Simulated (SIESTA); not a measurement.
Runs of SIESTA 5.4.2 on TiO2. The typed cell holds 9 atoms: a = 2.968 Å, b = 4.708 Å, c = 7.241 Å, α = 88.08°, β = 78.18°, γ = 90.00°. The cell comes from a database or a generator and needn't be the stable form of this composition.

| task | level | potentials or basis | cell | gap on the mesh (eV) | pressure (GPa) | largest force (eV/Å) |
| --- | --- | --- | --- | --- | --- | --- |
| band structure | PBEsol | PseudoDojo 0.4 standard (PBEsol files), DZP (energy shift 0.003 Ry; two zetas on semicore shells) | as given | 2.12 | 0.6 | (a) |
| band structure | LDA | PseudoDojo 0.4 standard (LDA files), DZP (energy shift 0.003 Ry; two zetas on semicore shells) | as given | (c) | -4.9 | (b) |
| single point | PBE | PseudoDojo 0.4 standard (PBE files), DZP (energy shift 0.003 Ry; two zetas on semicore shells) | as given | 2.15 | 7.1 | 0.52 |
| single point | PBE | PseudoDojo 0.4 standard (PBE files), DZP (energy shift 0.003 Ry; two zetas on semicore shells) | atoms moved at random, drawn with an rms of 0.05 Å | 2.16 | 8.7 | 1.56 |

Alike in all rows: no spin polarisation; k mesh 9 × 6 × 4; smearing fermi-dirac 0.05 eV; grid cutoff 800 Ry; energy shift 0.003 Ry.

**Question.** Fill in the values left out.

**Answer.** (a) 0.22; (b) 0.12; (c) 2.09.

Caveats: the basis of atomic orbitals isn't converged, which shifts pressures, moduli and gaps; an odd mesh through Γ misses points on the zone boundary, where band edges often lie (some runs).
